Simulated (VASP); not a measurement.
Crystal: SnO.

```xyz
4
Lattice="3.8137 0.0000 0.0000 0.0000 3.8137 0.0000 0.0000 0.0000 4.8869" Properties=species:S:1:pos:R:3 pbc="T T T"
Sn    1.9068    0.0000    3.7367
Sn    0.0000    1.9068    1.1503
O     0.0000    0.0000    0.0000
O     1.9068    1.9068    0.0000
```

The cell is a database's computed one.

Program: VASP 6.6.1. Alike in all runs: task band structure; no spin polarisation; cell as given; k mesh 8 × 8 × 6; cutoff (eV) 520; smearing gaussian 0.02 eV.

**Question.** Order these runs on this cell by their pressure, lowest first.
A. level PBEsol; potentials or basis VASP PAW PBE potentials, release 64 (Sn_d, O)
B. level LDA; potentials or basis VASP PAW LDA potentials, release 64 (Sn_d, O)
C. level PBE; potentials or basis VASP PAW PBE potentials, release 64 (Sn_d, O)

**Answer.** B (-3.0 GPa), A (-0.3 GPa), C (3.8 GPa).

Caveats: the PAW data sets were made with another functional, which shifts forces and pressure a little (some runs).
